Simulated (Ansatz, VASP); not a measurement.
# C in VASP and in Ansatz

```
CELL_PARAMETERS angstrom
-1.15055 1.15055 1.15055
1.15055 -1.15055 1.15055
1.15055 1.15055 -1.15055
ATOMIC_POSITIONS crystal
C 0.00000 0.00000 0.00000
```

Alike in both runs: functional PBE; k mesh 24 × 24 × 24; occupations fermi-dirac, width 0.1 eV; no spin polarisation.

Ansatz relaxed the structure, and its values are those at the end. VASP's run is a single point on that final structure, the one shown.

```csv
,VASP,Ansatz
version,VASP 6.6.1,Ansatz 0.2.0
potentials or method,"VASP PAW PBE potentials, release 64 (C), cutoff 520 eV","all-electron LAPW, scalar-relativistic"
```

|  | VASP | Ansatz | Ansatz less VASP |
| --- | --- | --- | --- |
| pressure (GPa) | 21.2 | 21.0 | -0.25 |

Ansatz ran all-electron here, so the differences hold the error of VASP's frozen core and of both bases.

Caveats: so large a pressure means that the cell lies far from this level's equilibrium, or that cutoff or potentials fall short (VASP).
